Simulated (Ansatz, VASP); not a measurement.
This is a calculation of GaP for VASP 6.6.1.

The input INCAR:

```
PREC = Accurate
ENCUT = 520
EDIFF = 1E-6
ISMEAR = 0
SIGMA = 0.028000000000000004
LREAL = False
LASPH = True
NELM = 80
ALGO = Normal
ISIF = 2
LWAVE = False
LCHARG = False
GGA = PE
NBANDS = 16
```

File KPOINTS:

```
Automatic mesh
0
Gamma
  8 8 8
```

The input POSCAR:

```
GaP
1.0
    0.0000000000      2.7252500000      2.7252500000
    2.7252500000      0.0000000000      2.7252500000
    2.7252500000      2.7252500000      0.0000000000
Ga P
1 1
Direct
    0.0000000000      0.0000000000      0.0000000000
    0.7500000000      0.7500000000      0.7500000000
```

Potentials or basis: VASP PAW PBE potentials, release 64 (Ga_d, P).

Run with:

```bash
$ cat potpaw_PBE.64/Ga_d/POTCAR potpaw_PBE.64/P/POTCAR > POTCAR
$ mpirun -np 1 vasp_std > vasp.out
```

Task: Set up the same calculation for Ansatz 0.2.0. Potentials there: all-electron LAPW, scalar-relativistic.

Result: As run (the cutoff follows the program's own potentials):

File input.yaml:

```yaml
crystal:
  lattice:
    - [0.0, 2.72525, 2.72525]
    - [2.72525, 0.0, 2.72525]
    - [2.72525, 2.72525, 0.0]
  atoms:
    - { symbol: Ga, position: [0.0, 0.0, 0.0] }
    - { symbol: P, position: [0.75, 0.75, 0.75] }
kpoints:
  mp_grid: { grid: [8, 8, 8] }
scf:
  occupations: { method: gaussian, width: 0.028 }
hamiltonian:
  xc: pbe
  pseudopotentials: { kind: all_electron, lapw: { basis_error: 0.001 } }
output:
  forces: true
  stress: true
  eigenvalues: true
```

Potentials or basis: all-electron LAPW, scalar-relativistic.

The run is started by

```console
$ ansatz run input.yaml --threads 1 --pin off --max-ram 3072MiB --backend cpu --events-out ev --progress --plain --runs-dir out
```

Both were run:

|  | VASP | Ansatz | Ansatz less VASP |
| --- | --- | --- | --- |
| gap on the k mesh at the Fermi level (eV) | 1.64 | 1.64 | +0.003 |
| least direct gap on the mesh (eV) | 1.83 | 1.83 | +0.004 |
| pressure (GPa) | 2.4 | 2.5 | +0.06 |

Ansatz ran all-electron here, so the differences hold the error of VASP's frozen core and of both bases.

A k mesh can miss the band edges. PBE gaps usually lie below the measured ones, often by a third to a half.
